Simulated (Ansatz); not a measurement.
The system is La.

```
La
1.0
     3.75000    0.00000    0.00000
    -1.87500    3.24760    0.00000
     0.00000    0.00000    6.07000
La
2
Direct
  0.66667 0.33333 0.75000
  0.33333 0.66667 0.25000
```

This isn't the form of La at room conditions, which is double hcp.

* Program: Ansatz 0.2.0
* Task: relaxation of cell and atoms
* Functional: PBEsol
* Dispersion: D4
* Potentials or basis: Ansatz PAW
* Cutoff: 420 eV (not typed: the program's choice for these potentials)
* k mesh: 8 × 8 × 5
* Occupations: fermi-dirac, width 0.05 eV
* Spin: no spin polarisation

At the start: volume 36.96 Å³/atom.

Task: How do energy, volume and symmetry change on relaxing?

Result: It ends after 6 steps and the volume is 33.45 Å³/atom (-9.5 %); space group P6_3/mmc (No. 194, to 0.05 Å).

The path:
```csv
step,energy change (eV),largest force (eV/Å),volume (Å³)
1,0.0000,0.0000,73.92
2,-0.0416,0.0000,69.68
3,-0.0493,0.0000,67.06
4,-0.0496,0.0000,66.93
5,-0.0497,0.0000,66.91
6,-0.0496,0.0000,66.91
```

Final structure:
```xyz
2
Lattice="3.6181 0.0000 0.0000 -1.8090 3.1334 0.0000 0.0000 0.0000 5.9018" Properties=species:S:1:pos:R:3 pbc="T T T"
La    1.8090    1.0445    4.4264
La    0.0000    2.0889    1.4755
```

Caveat: the plane-wave basis is chosen anew once the cell has moved, so the energies of steps on either side of that aren't comparable; pairwise dispersion overbinds metals, which lowers pressure and volume; the PAW data sets come from PBE, with cores solved anew for the run's functional, which leaves a small shift of forces and pressure.
